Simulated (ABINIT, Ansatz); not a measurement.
# KCl (Sylvite): G0W0 with ABINIT, start to end, part 3 of 3

Wanted: ground state, empty states, screening and self-energy for KCl (Sylvite).

ABINIT 10.8.3; PBE and many-body steps on it, plane waves. Known limits of the many-body steps: not at the basis limit.

So far. Step 4 (Empty states on the mesh, 4×4×4 mesh, 1147 bands): On this mesh the gap is 5.190 eV. Step 5 (Screening, 4×4×4 mesh, 469 bands, screening to 283 eV): Local fields lower ε∞ by 16 %.

## Step 6: Self-energy, 4×4×4 mesh, 469 bands, screening to 283 eV

The self-energy is evaluated for the states that the input lists, and the levels follow from it, in one-shot runs by the linearised quasiparticle equation.

This step: G0W0 on PBE, plane waves, norm-conserving pseudopotentials.

run.abi

```
acell 3*1.0 Angstrom
rprim 
  -0.000000000000 3.146470000000 3.146470000000
  3.146470000000 0.000000000000 3.146470000000
  3.146470000000 3.146470000000 -0.000000000000
ntypat 2
znucl 19 17
natom 2
typat 1 2
xred 
  0.000000000000 0.000000000000 0.000000000000
  0.500000000000 0.500000000000 0.500000000000
pp_dirpath "pseudos"
pseudos "K.upf, Cl.upf"
ecut 33
ngkpt 4 4 4
nshiftk 1
shiftk 0 0 0
kptopt 1
chksymbreak 0
istwfk *1
occopt 1
irdwfk 1
optdriver 4
nband 469
gwcalctyp 0
ecutsigx 33
symsigma 1
nkptgw 1
kptgw 
  0.0000000000 0.0000000000 0.0000000000
bdgw 
  6 12
ecuteps 10.4
irdscr 1
ppmodel 1
indata_prefix "in"
outdata_prefix "out"
tmpdata_prefix "tmp"
```

Command:

```
OMP_NUM_THREADS=1 mpirun -n 4 abinit run.abi > log
```

Numbers of over 12 decimals in the logs are rounded to 6 here.

The program printed:

```text
.Version 10.8.3 of ABINIT. v10.8.2 released Aug 2026.

 Symmetries : space group Fm -3 m (#225); Bravais cF (face-center cubic)
[... echo of the input left out ...]
== DATASET  1 ==================================================================
-   mpi_nproc: 4, omp_nthreads: 1 (-1 if OMP is not activated)

--- !DatasetInfo
iteration_state: {dtset: 1, }
dimensions: {natom: 2, nkpt: 8, mband: 469, nsppol: 1, nspinor: 1, nspden: 1, mpw: 3839, }
cutoff_energies: {ecut:  33.0, pawecutdg:  -1.0, }
electrons: {nelect:   1.60000000E+01, charge:   0.00000000E+00, occopt:   1.00000000E+00, tsmear:   1.00000000E-02, }

 SIGMA: Calculation of the GW corrections

 Based on a program developped by R.W. Godby, V. Olevano, G. Onida, and L. Reining.
 Incorporated in ABINIT by V. Olevano, G.-M. Rignanese, and M. Torrent.
.Using double precision arithmetic ; gwpc =  8

[... cell and pseudopotentials left out ...]
--------------------------------------------------------------------------------

 ==== K-mesh for the wavefunctions ====
 Number of points in the irreducible wedge :     8
[... list of points left out ...]
 Together with 48 symmetry operations and time-reversal symmetry
 yields    64 points in the full Brillouin Zone.

 ==== Q-mesh for screening function ====
 Number of points in the irreducible wedge :     8
[... list of points left out ...]
 Together with 48 symmetry operations and time-reversal symmetry
 yields    64 points in the full Brillouin Zone.

 vcoul_init : cutoff-mode = AUXILIARY_FUNCTION
 q-points for optical limit:   1
     1)      0.000010    0.000020    0.000030
 setmesh: FFT mesh size selected  =    45x   45x   45
          total number of points  =        91125

 Number of electrons calculated from density =   16.0000; Expected =   16.0000
 average of density, n =  0.038056
 r_s =    1.8443
 omega_plasma =   18.8177 [eV]

 === KS Band Gaps ===
  >>>> For spin  1
   Minimum direct gap =   5.1895 [eV], located at k-point      :   0.0000  0.0000  0.0000
   Fundamental gap    =   5.1895 [eV], Top of valence bands at :   0.0000  0.0000  0.0000
                                       Bottom of conduction at :   0.0000  0.0000  0.0000
 SIGMA fundamental parameters:
 PLASMON POLE MODEL  1
 number of plane-waves for SigmaX                 3839
 number of plane-waves for SigmaC and W            645
 number of plane-waves for wavefunctions          3839
 number of bands                                   469
 number of independent spin polarizations            1
 number of spinorial components                      1
 number of k-points in IBZ                           8
 number of q-points in IBZ                           8
 number of symmetry operations                      48
 number of k-points in BZ                           64
 number of q-points in BZ                           64
 number of frequencies for dSigma/dE                 9
 frequency step for dSigma/dE [eV]                0.25
 number of omega for Sigma on real axis              0
 max omega for Sigma on real axis  [eV]           0.00
 zcut for avoiding poles [eV]                     0.10

 EPSILON^-1 parameters (SCR file):
 dimension of the eps^-1 matrix on file            645
 dimension of the eps^-1 matrix used               645
 number of plane-waves for wavefunctions          3839
 number of bands                                   469
 number of q-points in IBZ                           8
 number of frequencies                               2
 number of real frequencies                          1
 number of imag frequencies                          1

 matrix elements of self-energy operator (all in [eV])

 Perturbative Calculation

--- !SelfEnergy_ee
iteration_state: {dtset: 1, }
kpoint     : [   0.000,    0.000,    0.000, ]
spin       : 1
KS_gap     :    5.190
QP_gap     :    8.203
Delta_QP_KS:    3.014
data: !SigmaeeData |
     Band     E0 <VxcDFT>   SigX SigC(E0)      Z dSigC/dE  Sig(E)    E-E0       E
        6  -0.231 -14.148 -18.664   1.565   0.807  -0.240 -16.528  -2.381  -2.612
        7  -0.231 -14.148 -18.664   1.565   0.807  -0.240 -16.528  -2.381  -2.612
        8  -0.231 -14.148 -18.664   1.565   0.807  -0.240 -16.528  -2.381  -2.612
        9   4.958  -6.955  -3.245  -2.984   0.872  -0.146  -6.322   0.633   5.591
       10   8.135  -8.956  -4.051  -3.134   0.867  -0.153  -7.421   1.535   9.671
       11   8.135  -8.956  -4.051  -3.134   0.867  -0.153  -7.421   1.535   9.671
       12   8.135  -8.956  -4.051  -3.134   0.867  -0.153  -7.421   1.535   9.671

== END DATASET(S) ==============================================================
================================================================================

 -outvars: echo values of variables after computation  --------
           etotal      0.0000000000E+00
            nband         469
             nkpt           8
          spgroup         225
 [... the other variables as echoed above ...]

 Calculation completed.
```

Wall time 3.4 min (4 MPI ranks of Intel Xeon 6975P-C (Granite Rapids), shared host); peak memory 4.1 GiB; 13 min of CPU time.

Numbers from this step:

```
G0W0 gap on the points computed              : 8.203 eV
starting gap on the mesh                     : 5.190 eV
k of the valence top                         : 0, 0, 0
k of the conduction bottom                   : 0, 0, 0
Z at the valence top                         : 0.807
Z at the conduction bottom                   : 0.872
least direct G0W0 gap on the computed points : 8.203 eV
```

The gap on the mesh goes from 5.19 eV to 8.20 eV, a correction of +3.01 eV.

Limits: finite bands, cutoff and mesh. v1 is the top filled band, c1 the lowest empty one. Levels before and after the correction, in eV, zero at the valence-band top of each column:

```csv
,conduction bottom,valence top
Kohn-Sham,5.19,0.00
G0W0,8.20,0.00
```

```csv
,level,energy (eV)
Kohn-Sham,Γ v3-v1,0.000
Kohn-Sham,Γ c1,5.190
Kohn-Sham,Γ c2-c4,8.367
G0W0,Γ v3-v1,0.000
G0W0,Γ c1,8.203
G0W0,Γ c2-c4,12.283
```

## Step 7: Where the time went

Times are wall times on 4 MPI ranks of Intel Xeon 6975P-C (Granite Rapids), shared host, good to a factor of about two.

```csv
step,time,share,memory (GiB)
ground state,13 s,1 %,0.35
bands along the symmetry lines,20 s,2 %,0.33
empty states on the mesh,2.1 min,14 %,3.6
screening,8.8 min,59 %,3.6
self-energy,3.4 min,23 %,4.1
```

## Step 8: Summary of results

```yaml
pbe_gap: 5.19 eV, direct
g0w0_gap_on_the_mesh: 8.20 eV
gw_settings: 4×4×4 mesh, 469 bands, screening to 283 eV, Godby-Needs plasmon pole
known_limits: not at the basis limit
```

G0W0 moves the gap on the mesh from 5.19 eV to 8.20 eV (+3.01 eV), with Z of 0.81 and 0.87 at the edges. Local fields lower the RPA ε∞ on this mesh from 2.59 to 2.18. Only 1 of the mesh's irreducible points was corrected, so a valley elsewhere could overtake. The dearest step here is «screening». Bands and cutoff are finite, so the gap is not at the basis limit. The miss can reach some tenths of an eV and take either sign; the mesh is an error of its own. In the G0W0 run levels were corrected at 1 k point alone, so a gap called «on the mesh» is the least over those, and an edge elsewhere would be missed.

[Paths, hosts, dates, memory and timing lines, banners, echoed tables and standing remarks are left out of the program output.]

[Logs are printed without paths, hosts, clocks, repeated set-up lines and the standing remarks that a program may print on its own settings, such as how far it seeks lower states.]

[Runs of the session that timed out or met a known fault of the program may be left out.]

[Hosts, paths, dates, database ids (printed as entryN), source tags and the programs' standing remarks are cut or masked in the printed files.]

[G0W0 gaps are taken among the corrected bands and points alone; a level outside them can change the order at an edge.]

[Where Ansatz stands beside ABINIT at settings called matched, ABINIT's density can come from a denser mesh and the files from another edition; pairs whose starting gaps differed by over 0.03 eV were left out, so agreement reads better than it is.]
